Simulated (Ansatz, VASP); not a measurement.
AlCo in VASP and in Ansatz

```
Al Co
1.0
     2.85172    0.00000    0.00000
     0.00000    2.85172    0.00000
     0.00000    0.00000    2.85191
Al Co
1 1
Cartesian
  1.4259 1.4259 1.4260
  0.0000 0.0000 0.0000
```

Change from the starting cell: species swapped into the CeAg type (P4/mmm, No. 123).

Alike in both runs: task relaxation of cell and atoms; functional PBE; k mesh 20 × 20 × 20; occupations gaussian, width 0.1 eV; no spin polarisation.

|  | VASP | Ansatz |
| --- | --- | --- |
| version | VASP 6.6.1 | Ansatz 0.2.0 |
| potentials or method | VASP PAW PBE potentials, release 64 (Al, Co) | scalar-relativistic, plane waves, PAW |
| plane-wave cutoff (eV) | 600 | 420 |
| valence electrons in the cell | 12 | 20 |

|  | VASP | Ansatz | Ansatz less VASP |
| --- | --- | --- | --- |
| gap on the k mesh at the Fermi level, each at its own relaxed structure (eV) | none | none | - |
| relaxed volume (Å³/atom) | 11.59 | 11.60 | +0.011 |
| relaxed cell length with the largest relative difference (Å) | 2.851 | 2.852 | +0.0010 |

A gap of «none» marks a metal or a gap that the smearing closes. The two sets of potentials don't hold the same shells in valence.

Spin polarisation is off, so any magnetic state and its effect on volume and gap are missing.
